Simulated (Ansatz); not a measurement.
Consider GeO₂ (space group P3_121, No. 152; a = 4.989 Å, c = 5.675 Å).

The values are results of r2SCAN (Ansatz, a first-principles code), no spin-orbit coupling, not measurements.

Before the change:

| Item | Value |
|---|---|
| Lattice parameter a | 4.989 Å |
| Electron mass | 0.39 mₑ along c, 0.43 mₑ across (at Γ) |

Perturbation: a hydrostatic pressure of 45 GPa.

What does the calculation give for the lattice parameter a and electron mass after the change?

The lattice parameter a falls by 0.763 Å, from 4.989 Å to 4.226 Å; the electron mass changes from 0.39 mₑ along c, 0.43 mₑ across (at Γ) to 0.33 mₑ along c, 0.35 mₑ across (at Γ).

The levels and masses belong to the bands next to the band gap. Load acts through the strain it causes; cell and atoms are relaxed under it. Masses are band curvatures over ±0.01 Å⁻¹ around the edge. Stability against distortions was not tested. No other phases were tried under pressure.
